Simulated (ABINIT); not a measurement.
Runs of ABINIT 10.8.3 (patched build) on MgB2. Symmetry: P6/mmm, No. 191, hexagonal system. Conventional cell: a = 3.085 Å, b = 3.085 Å, c = 3.523 Å, α = 90.00°, β = 90.00°, γ = 120.00°. Mg (site symmetry 6/mmm) has 12 B at 2.51 Å as nearest neighbours. B (site symmetry -6m2) has 3 B at 1.78 Å as nearest neighbours. 

| task | level | potentials or basis | cell | k mesh | cutoff (eV) | cell freedom (optcell) | cutoff smearing ecutsm (Ha) | optimiser (ionmov) | force stop (Ha/bohr) | fine-grid cutoff | mesh quality | gap on the mesh (eV) | V0 of scaled cells (Å³/atom) | B0 (GPa) |
| --- | --- | --- | --- | --- | --- | --- | --- | --- | --- | --- | --- | --- | --- | --- |
| relaxation of cell and atoms | WC | JTH PAW PBE v2.0 | relaxed to 5 GPa | 10 × 10 × 8 | 408 | 1 | 0.5 | 2 | 0.0001 | 816.342 eV | not flagged | none | - | - |
| single point | PBEsol | JTH PAW PBE v2.0 | as given | 6 × 6 × 5 | 408 | - | - | - | - | 816.342 eV | coarse | none | - | - |
| equation of state | LDA | JTH PAW LDA v2.0 | as given | 10 × 10 × 8 | 272 | - | - | - | - | 544.228 eV | not flagged | - | (a) | 164 |
| equation of state | PBE+D4 | JTH PAW PBE v2.0 | as given | 10 × 10 × 8 | 408 | - | - | - | - | 816.342 eV | not flagged | - | (b) | 157 |
| relaxation of cell and atoms | LDA | JTH PAW LDA v2.0 | relaxed | 10 × 10 × 8 | 408 | 2 | 0.5 | 2 | 5e-05 | 816.342 eV | not flagged | none | - | - |
| single point | r2SCAN | JTH PAW PBE v2.0 | as given | 8 × 8 × 6 | 490 | - | - | - | - | 979.61 eV | not flagged | none | - | - |
| equation of state | BP86 | JTH PAW PBE v2.0 | as given | 10 × 10 × 8 | 408 | - | - | - | - | 816.342 eV | not flagged | - | 9.69 | 149 |
| band structure | LDA-PZ | JTH PAW LDA v2.0 | as given | 10 × 10 × 8 | 408 | - | - | - | - | 816.342 eV | not flagged | none | - | - |
| relaxation of cell and atoms | PBE | JTH PAW PBE v2.0 | relaxed | 10 × 10 × 8 | 408 | 2 | 0.5 | 22 | 0.0002 | 816.342 eV | not flagged | none | - | - |
| band structure | BLYP | JTH PAW PBE v2.0 | as given | 10 × 10 × 8 | 408 | - | - | - | - | 816.342 eV | not flagged | none | - | - |
| relaxation of cell and atoms | LDA-PZ | JTH PAW LDA v2.0 | relaxed to 5 GPa | 10 × 10 × 8 | 408 | 1 | 0.5 | 2 | 0.0005 | 816.342 eV | not flagged | none | - | - |
| relaxation of cell and atoms | PBE+D3(BJ) | JTH PAW PBE v2.0 | relaxed | 10 × 10 × 8 | 408 | 2 | 0.5 | 2 | 0.0002 | 816.342 eV | not flagged | none | - | - |

Alike in all rows: no spin polarisation; smearing fermi-dirac 0.05 eV.

Question: Estimate the missing entries.

Answer: (a) 9.23; (b) 9.38.

Caveats: some runs use coarse meshes; the atomic spheres overlap (some runs); the PAW data sets were made with another functional, which shifts forces and pressure a little (some runs); pressures at fixed basis lie under the slope of the energies (some runs); the cell was scaled at fixed shape and fractional positions, which overstates the stiffness of a crystal with free parameters, most of all of layers and chains (some runs); pairwise dispersion overbinds metals, which lowers pressure and volume (some runs).

A gap of «none» marks a metal or a gap under the smearing width.
